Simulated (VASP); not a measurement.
CdO (Monteponite), 2 atoms in the cell. The structure is cubic, space group Fm-3m (No. 225). Conventional cell: a = 4.699 Å, b = 4.699 Å, c = 4.699 Å, α = 90.00°, β = 90.00°, γ = 90.00°. Around Cd (site symmetry m-3m) lie 6 O at 2.35 Å. O (site symmetry m-3m) is surrounded by 6 Cd at 2.35 Å. 

* Program: VASP 6.6.1
* Task: single point
* Functional: PBE
* Potentials or basis: VASP PAW PBE potentials, release 64 (Cd, O)
* Cutoff: 520 eV
* k mesh: 10 × 10 × 10
* Occupations: gaussian, width 0.028 eV
* Spin: no spin polarisation
* Further INCAR settings: ALGO = Fast; EDIFF = 1e-06

Potentials or basis: VASP PAW PBE potentials, release 64 (Cd, O).

Launch:

```bash
$ cat potpaw_PBE.64/Cd/POTCAR potpaw_PBE.64/O/POTCAR > POTCAR
$ mpirun -np 1 vasp_std > vasp.out
```

Hardware: 1 thread of Intel(R) Xeon(R) 6975P-C (Granite Rapids) (shared host).

Task: Estimate the wall time of this run.

Result: It took 9 s on 1 thread of Intel(R) Xeon(R) 6975P-C (Granite Rapids), with other jobs on the host, peak memory 0.16 GiB. Counts: scf iterations 13, k points 47.
